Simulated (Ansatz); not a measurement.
# TaN/AlN/HfN: conductance against the thickness of the layer, part 4 of 7

Aim: the conductance of TaN/AlN/HfN junctions as the barrier thickens. The lower electrode is TaN rock salt(111), the upper one HfN rock salt(111); the barrier is AlN wurtzite(0001) (whole bilayers). In the first transport cell, after relaxation, the nearest pair of electrode and barrier is Ta–N at 2.08 Å, along the normal, at the lower face and Hf–Al at 3.02 Å, at a slant, at the upper one. All share a net of side 3.128 Å, which strains the lower electrode by +0.1 %, the upper one by -2.4 % and the barrier by -0.1 %, against typed lattice constants near PBE's. The first steps treat the bulk electrodes alone.

Ansatz 0.2.0; PBE DFT, plane waves, PAW files (the session's first sound run).

So far. Step 4 (Relaxing the interfaces): The largest force component on a free atom ends at 0.011 eV/Å. The work functions of the outer faces are 5.67 and 6.70 eV.

**5. The open system: T(E)**

This step: PBE DFT, plane waves, PAW files; ballistic transmission by layer matching between semi-infinite leads (Ansatz 0.2.0).

System of this step: TaN/AlN/HfN. The cell holds 38 atoms: 8 Ta, 18 N, 4 Al and 8 Hf. Its edges and angles: a = 3.128 Å, b = 3.128 Å, c = 63.206 Å, α = 90.0°, β = 90.0°, γ = 120.0°. Regions: left electrode, 15 atoms (8 Ta and 7 N); barrier, 8 atoms (4 N and 4 Al); right electrode, 15 atoms (8 Hf and 7 N). Vacuum lies along c.

The relaxed core is set between ideal electrode layers (this cell holds 8 atomic planes between the electrodes; where that differs from the relaxed slab, whole periods were copied in or cut out without a new relaxation), which the solver continues as semi-infinite leads. A wide energy window on a coarse mesh (12×12) shows where the Fermi level lies against the barrier's bands; the projected density of states shows how far the metals' states reach in.

input.yaml reads:

```yaml
crystal:
  lattice:
    - [3.128, 0.0, 0.0]
    - [-1.564, 2.708927463, 0.0]
    - [0.0, 0.0, 63.2059793135]
  atoms:
    - { symbol: Ta, position: [0.33333333, 0.66666667, 0.1107490158] }
    - { symbol: "N", position: [0.66666667, 0.33333333, 0.1308652558] }
    - { symbol: Ta, position: [0.0, 0.0, 0.1509814959] }
    - { symbol: "N", position: [0.33333333, 0.66666667, 0.1710977359] }
    - { symbol: Ta, position: [0.66666667, 0.33333333, 0.191213976] }
    - { symbol: "N", position: [0.0, 0.0, 0.211330216] }
    - { symbol: Ta, position: [0.33333333, 0.66666667, 0.2314464561] }
    - { symbol: "N", position: [0.66666667, 0.33333333, 0.2515626961] }
    - { symbol: Ta, position: [0.0, 0.0, 0.2716789362] }
    - { symbol: "N", position: [0.33333333, 0.66666667, 0.2917951762] }
    - { symbol: Ta, position: [0.66666667, 0.33333333, 0.3119114163] }
    - { symbol: "N", position: [0.0, 0.0, 0.3320276563] }
    - { symbol: Ta, position: [0.33333333, 0.66666667, 0.3521438964] }
    - { symbol: "N", position: [0.66666667, 0.33333333, 0.3722601364] }
    - { symbol: Ta, position: [0.0, 0.0, 0.3935940994] }
    - { symbol: "N", position: [0.0, 0.0, 0.4265559252] }
    - { symbol: Al, position: [0.33333333, 0.66666667, 0.4352289986] }
    - { symbol: "N", position: [0.33333333, 0.66666667, 0.4655827059] }
    - { symbol: Al, position: [0.0, 0.0, 0.4749956868] }
    - { symbol: "N", position: [0.0, 0.0, 0.505297043] }
    - { symbol: Al, position: [0.33333333, 0.66666667, 0.5147306659] }
    - { symbol: "N", position: [0.33333333, 0.66666667, 0.5449995932] }
    - { symbol: Al, position: [0.0, 0.0, 0.5548737092] }
    - { symbol: Hf, position: [0.33333333, 0.66666667, 0.5932520164] }
    - { symbol: "N", position: [0.66666667, 0.33333333, 0.612423496] }
    - { symbol: Hf, position: [0.0, 0.0, 0.6337179182] }
    - { symbol: "N", position: [0.33333333, 0.66666667, 0.6550123404] }
    - { symbol: Hf, position: [0.66666667, 0.33333333, 0.6763067625] }
    - { symbol: "N", position: [0.0, 0.0, 0.6976011847] }
    - { symbol: Hf, position: [0.33333333, 0.66666667, 0.7188956069] }
    - { symbol: "N", position: [0.66666667, 0.33333333, 0.740190029] }
    - { symbol: Hf, position: [0.0, 0.0, 0.7614844512] }
    - { symbol: "N", position: [0.33333333, 0.66666667, 0.7827788734] }
    - { symbol: Hf, position: [0.66666667, 0.33333333, 0.8040732955] }
    - { symbol: "N", position: [0.0, 0.0, 0.8253677177] }
    - { symbol: Hf, position: [0.33333333, 0.66666667, 0.8466621399] }
    - { symbol: "N", position: [0.66666667, 0.33333333, 0.8679565621] }
    - { symbol: Hf, position: [0.0, 0.0, 0.8892509842] }
kpoints:
  mp_grid: { grid: [12, 12, 1] }
scf:
  occupations: { method: fermi_dirac, width: 0.1 }
  max_iter: 150
hamiltonian:
  xc: pbe
output:
  transmission:
    kmesh: [12, 12]
    e_range: [-2.5, 2.5]
    de: 0.1
    leads: [[6, 8], [30, 32]]
  dos: { projected: true, e_range: [-6, 5], de: 0.05 }
  write_potential: true
  write_density: true
  volumetric_format: npy
  elf: true
```

Run with:

```sh
$ ansatz run input.yaml --threads 4 --pin off --max-ram 12288MiB --backend cpu --events-out ev --progress --plain --runs-dir out
```

Numbers of over 12 decimals in the logs are rounded to 6 here.

The log of the run:

```text
[...]
Crystal: 38 atoms, lattice volume = 535.577 Å³
Basis set: ecut = 420 eV, 10375 PW (Γ)
Bands: 249, of which v1, the nominal top of the filled ones, is band 207 counted from 1 (206 counted from 0)
Symmetry: 6 space group operations
[...]
k-points: 19 of 144 (time reversal used)
[...]
SCF iter   1: F=—  HF=-214334.012999 eV  |F-HF|=—  |Δ(HF+E_count)|=         —  Δρ=1.15e-2  dr2=8.74e1  ethr=1.77e-3  ⟨swp⟩=7.2  Hψ=20487  notcnv=0  defer=48
[...]
SCF iter  10: F=-214333.430200 eV  HF=-214333.430200 eV  |F-HF|=3.51e-8  |Δ(HF+E_count)|=   4.16e-8  Δρ=2.09e-6  dr2=6.01e-8  ethr=2.42e-11  ⟨swp⟩=16.5  Hψ=21580  notcnv=0
SCF 1 converged in 10 iterations: F = -214333.430200 eV  dr2 = 6.01e-8
[...]
transmission: 101 of 1007 steps passed
transmission: 203 of 1007 steps passed
[...]
transmission: 1007 of 1007 steps passed
WARN: The output density's exchange-correlation potential varies sharply where the density is thin. Do not read a vacuum level from v_tot or v_xc, or from such a field of the output density. On a cell that repeats whose density bears no net charge and no dipole along the vacuum's axis use v_es (v_loc + v_h of the components); under efield.dipole_correction with no amplitude use v_es + v_field, which holds any externa [...]
SCF converged after 10 iterations
Free energy (F): -214333.430200 eV
[...]
Internal energy: -214332.975044 eV  (E = F + TS)
E sigma→0 (E₀):  -214333.202622 eV
Entropy (-TS):   -0.455155 eV (-11.978 meV/atom)
Fermi energy:    15.285613 eV
[...]
--- Band table (eV; the first three rows and the last of 19) ---
  k-point 0: bands = [... 203 lower, 14.2767, 14.2996, 14.6027, 14.7623, 14.9431, 14.9644, 14.9644, 15.2741, ... 38 higher]
  k-point 1: bands = [... 203 lower, 14.4823, 14.5747, 14.5841, 14.7564, 14.8819, 15.0243, 15.0922, 15.1275, ... 38 higher]
  k-point 2: bands = [... 203 lower, 14.4354, 14.4737, 14.7890, 14.8099, 14.9969, 15.0918, 15.2939, 15.3694, ... 38 higher]
  k-point 18: bands = [... 203 lower, 15.0701, 15.3659, 15.4049, 15.7322, 15.7865, 15.9439, 16.1276, 16.1897, ... 38 higher]
--- Transmission ---
  basis      : 73 plane waves across, 53 finite elements along
  points     : 19, standing for a mesh of 12 x 12
  energies   : 51 from -2.500000 to 2.500000 eV about the Fermi level, 0.100000 eV apart; the leads are filled to 0.000000 eV, and channels, transmission and decay are at 0.000000 eV
  crystal 0  : Ta1N1, at the sites [6, 8], period 2.5429 Å, over 17.80 Å; its Hamiltonian steps by up to 23.2 meV
    offset         : up to 0.0000 Å between an atom of the period and one for which it stands
    channels       : 1.875000e0 a spin
    conductance    : none, the energies end too early or step too widely for 300 K: set another output.transmission.e_range or a lower de, or, where they end at an eighth of basis.ecutwfc, a higher one
    slowest decay  : 0.0240 /Å at (0.3333, 0.3333)
  crystal 1  : Hf1N1, at the sites [30, 32], period 2.6919 Å, over 18.84 Å; its Hamiltonian steps by up to 12.9 meV
[...]
channels       : 1.291667e0 a spin
[...]
slowest decay  : 0.3744 /Å at (0.3333, 0.3333)
  junction   : crystal 0 to crystal 1, 17.05 to 45.28 Å
    transmission   : 5.167598e-4 a spin
[...]
```

Elapsed: 4.4 min, on 4 threads of Arm Neoverse V1, shared host; peak memory 4.5 GiB; 17 min of CPU time.

This step gave:

* free energy: -214333.4302 eV
* Fermi energy: 15.29 eV
* level to which the leads are filled: 0 eV from the Fermi level
* transmission at the Fermi level (a spin, zone mean): 5.17e-4
* channels of the lower lead: 1.875
* channels of the upper lead: 1.292
* potential step in the lower lead: 23.2 meV
* potential step in the upper lead: 12.9 meV

One spin. The transmission, zone mean by energy, zero at the Fermi level:

energy (eV), transmission, zone mean and a bar:
```
    -2.50     0.0000 
    -2.30     0.0000 
    -2.20     0.0001 
    -2.00     0.0001 
    -1.80     0.0002 
    -1.60     0.0037 #########
    -1.50     0.0012 ###
    -1.30     0.0010 ##
    -1.10     0.0002 
    -0.90     0.0001 
    -0.80     0.0001 
    -0.60     0.0001 
    -0.40     0.0003 #
    -0.30     0.0004 #
    -0.10     0.0004 #
     0.00     0.0005 #
     0.10     0.0006 ##
     0.30     0.0003 #
     0.40     0.0003 #
     0.60     0.0003 #
     0.80     0.0003 #
     0.90     0.0004 #
     1.10     0.0005 #
     1.30     0.0007 ##
     1.50     0.0026 ######
     1.60     0.0012 ###
     1.80     0.0010 ##
     2.00     0.0010 ##
     2.20     0.0015 ####
     2.30     0.0020 #####
     2.50     0.0121 ##############################
```

One spin. Open channels, zone mean against energy, zero at the Fermi level:

| energy (eV) | lower lead | upper lead |
| --- | --- | --- |
| -2.50 | 0.812 | 0.271 |
| -2.40 | 0.854 | 0.312 |
| -2.20 | 0.938 | 0.396 |
| -2.10 | 1.02 | 0.396 |
| -2.00 | 1.12 | 0.396 |
| -1.80 | 1.25 | 0.521 |
| -1.70 | 1.33 | 0.521 |
| -1.60 | 1.33 | 0.646 |
| -1.40 | 1.38 | 0.729 |
| -1.30 | 1.42 | 0.729 |
| -1.10 | 1.46 | 0.729 |
| -1.00 | 1.54 | 0.812 |
| -0.90 | 1.58 | 0.819 |
| -0.70 | 1.67 | 0.944 |
| -0.60 | 1.58 | 1.03 |
| -0.50 | 1.67 | 1.11 |
| -0.30 | 1.88 | 1.15 |
| -0.20 | 1.96 | 1.15 |
| -0.10 | 1.88 | 1.25 |
| 0.00 | 1.88 | 1.29 |
| 0.10 | 1.89 | 1.38 |
| 0.20 | 1.97 | 1.33 |
| 0.30 | 1.93 | 1.42 |
| 0.50 | 1.72 | 1.5 |
| 0.60 | 1.93 | 1.46 |
| 0.70 | 2.14 | 1.46 |
| 0.90 | 2.39 | 1.67 |
| 1.00 | 2.35 | 1.67 |
| 1.10 | 2.47 | 1.71 |
| 1.30 | 2.60 | 1.62 |
| 1.40 | 2.60 | 1.67 |
| 1.60 | 2.94 | 1.79 |
| 1.70 | 3.02 | 1.71 |
| 1.80 | 3.19 | 1.62 |
| 2.00 | 3.48 | 1.72 |
| 2.10 | 3.23 | 1.94 |
| 2.20 | 2.79 | 2.02 |
| 2.40 | 2.71 | 2.02 |
| 2.50 | 2.5 | 2.15 |

Transmission over k1 and k2. At 0.0000 eV from the Fermi level.

Values in units of 1e-3, 12 rows by 12 columns:
```
0.5 2.4 0.2 0.4 0.4 0.2 2.4 0.5 0.4 1.1 1.1 0.4
0.3 0.2 0.2 0.0 0.0 0.0 0.2 0.2 0.3 1.1 0.0 1.1
1.1 0.4 0.0 0.1 0.3 0.3 0.1 0.0 0.4 1.1 1.1 1.1
0.3 0.4 0.0 0.3 0.7 0.0 0.7 0.3 0.0 0.4 0.3 0.4
0.5 0.2 0.0 0.3 0.0 1.3 1.3 0.0 0.3 0.0 0.2 0.5
0.3 2.4 0.2 0.1 0.7 1.3 2.8 1.3 0.7 0.1 0.2 2.4
0.5 0.5 0.2 0.0 0.3 0.0 1.3 1.3 0.0 0.3 0.0 0.2
0.3 0.4 0.3 0.4 0.0 0.3 0.7 0.0 0.7 0.3 0.0 0.4
1.1 1.1 1.1 1.1 0.4 0.0 0.1 0.3 0.3 0.1 0.0 0.4
0.3 1.1 0.0 1.1 0.3 0.2 0.2 0.0 0.0 0.0 0.2 0.2
0.5 0.4 1.1 1.1 0.4 0.5 2.4 0.2 0.4 0.4 0.2 2.4
0.3 0.5 0.3 1.1 0.3 0.5 0.3 0.5 0.3 1.1 0.3 0.5
```
Columns: k1 (b1) from -0.5 to 0.417; rows upwards: k2 (b2) from -0.5 to 0.417.

Open channels of the lower lead over k1 and k2. At 0.0000 eV from the Fermi level.

Ten even steps from '0' (0.00) to '9' (3.00):
```
336666333663
363636363606
666999966666
363999993633
366999999663
333999999933
336699999966
333639999936
666666999966
360636363636
336633366663
333633333633
```
Columns: k1 (b1) from -0.5 to 0.417; rows upwards: k2 (b2) from -0.5 to 0.417.

Open channels of the upper lead over k1 and k2. At 0.0000 eV from the Fermi level.

Values, 12 rows by 12 columns:
```
1.00 1.00 1.00 2.00 2.00 1.00 1.00 1.00 1.00 1.00 1.00 1.00
1.00 1.00 1.00 1.00 2.00 1.00 1.00 1.00 1.00 1.00 0.00 1.00
2.00 2.00 1.00 1.00 2.00 2.00 1.00 1.00 2.00 2.00 1.00 1.00
1.00 2.00 2.00 2.00 1.00 1.00 1.00 2.00 2.00 2.00 1.00 1.00
1.00 1.00 1.00 2.00 1.00 2.00 2.00 1.00 2.00 1.00 1.00 1.00
1.00 1.00 1.00 1.00 1.00 2.00 3.00 2.00 1.00 1.00 1.00 1.00
1.00 1.00 1.00 1.00 2.00 1.00 2.00 2.00 1.00 2.00 1.00 1.00
1.00 1.00 1.00 2.00 2.00 2.00 1.00 1.00 1.00 2.00 2.00 2.00
2.00 1.00 1.00 2.00 2.00 1.00 1.00 2.00 2.00 1.00 1.00 2.00
1.00 1.00 0.00 1.00 1.00 1.00 1.00 1.00 2.00 1.00 1.00 1.00
1.00 1.00 1.00 1.00 1.00 1.00 1.00 1.00 2.00 2.00 1.00 1.00
1.00 1.00 1.00 2.00 1.00 1.00 1.00 1.00 1.00 2.00 1.00 1.00
```
Columns: k1 (b1) from -0.5 to 0.417; rows upwards: k2 (b2) from -0.5 to 0.417.

Projected DOS an atom over height of the atomic layer and energy from the Fermi level. Layers: Ta N Ta N Ta N Ta N Ta N Ta N Ta N Ta N Al N Al N Al N Al Hf N Hf N Hf N Hf N Hf N Hf N Hf N Hf; projections on atoms miss part of the total, and the computed bands can run out at the top of the range; a column is the mean of 3 neighbouring layers, the last of those left over.

Ten even steps from '_' (0.01 states/eV) to '@' (1.71 states/eV), each cell a mean:
```
==--++--==____::--==::==--
**--++--**____::::==::--==
##==##==**____....::..--==
##==##====____....::..::--
++::==--==____....::..::::
==::--::--____....::..::::
--..::..::____..........::
--..--..==____....::....**
==..::..--________......==
--..::..::____..__......--
--..::..::____..__..____..
--......::____++..____..--
::........____..__________
..__..__....______________
..__..__..==--::__________
________..##==--__________
__________==--::____..____
__________==::::....::....
__________==::::::::--::--
__........::..::====++==**
..::..::--::..--@@##@@####
----::----::..::@@**%%**++
```
Columns: height of the atomic layer (Å) from 8.27 to 55.5 (not evenly spaced); rows upwards: energy from the Fermi level (eV) from -6 to 3.15.

ELF in the ca plane at fractional y = 0.000, with atoms of Ta and N and Al and Hf within 0.2 Å of it. It is the smooth field of the valence electrons, not physical close to the nuclei.

Ten even steps from '0' (0.02) to '9' (0.87), each cell a mean:
```
22587487421113754746856861010000798478510100
11258884111221477414899851135421478998411454
12213431211453122212467621368862135775214687
13421212421575324431111112578863001221125787
12312312321465222321234312468863113443125788
11136752111342245213689841257752257997312577
22378886311212677625888951022100699898411221
22585178421114832746824861000000896158510000
```
Columns run along c (16.0 Å, from fractional 0.30 to 0.56 of the cell), rows up along a (3.1 Å). Atoms in or near the plane, at fractional coordinates: N at (0.33, 0.00), Ta at (0.39, 0.00), N at (0.43, 0.00), Al at (0.47, 0.00), N at (0.51, 0.00), Al at (0.55, 0.00).

Electrostatic potential energy in the ca plane at fractional y = 0.000, with atoms of Ta and N and Al and Hf within 0.2 Å of it. With pseudopotentials it is smooth inside the atoms' cores, unlike the true potential.

Values in eV, 5 rows by 16 columns, each cell a mean:
```
 20  20  20  20  20  20  17  15   6 -31  -8  13  10 -20  10  13
 20  20  20  20  20  19  10   6  12   1   9   9   4  11   4   9
 20  20  20  20  20  18   5   0  12  11  13   5  -2  11  -2   5
 20  20  20  20  20  19  12   9  10 -10   4  11   7   7   7  11
 20  20  20  20  20  20  18  16   4 -34 -12  14   9 -30   9  14
```
Columns run along c (16.0 Å, from fractional 0.00 to 0.25 of the cell; values clipped at the 3rd and 97th percentile), rows up along a (3.1 Å). Atoms in or near the plane, at fractional coordinates: Ta at (0.15, 0.00), N at (0.21, 0.00).

Valence density in the ca plane at fractional y = 0.000, with atoms of Ta and N and Al and Hf within 0.2 Å of it. It is the smooth field of the valence electrons, not physical close to the nuclei.

Ten steps, logarithmic in the rise over the least value, from '0' (0 e/Å³) to '9' (30 e/Å³), each cell a mean:
```
00000001245431000000001100000137986200001245
00011000123320000100000011101124653110001123
00111100011110001111000012211111211111122111
00111100000000001111000023322211001121233210
00111100000100001111000012221111111111122111
00011100112210001110000011111112332111111112
00000001234421000000000000000136875200001234
00000001345531000000011100000148996200001245
```
Columns run along c (16.0 Å, from fractional 0.45 to 0.70 of the cell), rows up along a (3.1 Å). Atoms in or near the plane, at fractional coordinates: Al at (0.47, 0.00), N at (0.51, 0.00), Al at (0.55, 0.00), Hf at (0.63, 0.00), N at (0.70, 0.00).

At the Fermi level the transmission is 5.2e-4, as a zone mean for one spin on this coarse mesh. At the Fermi level the layers of this cell's barrier hold from 0.0052 to 0.089 states an eV and atom. In the worse lead the potential repeats within 23 meV, which the program lets pass.

(Part 4 of 7 ends here.)

[Logs are printed without paths, hosts, clocks, repeated set-up lines and the standing remarks that a program may print on its own settings, such as how far it seeks lower states.]

[Hosts, paths, dates, database ids (printed as entryN), source tags and the programs' standing remarks are cut or masked in the printed files.]
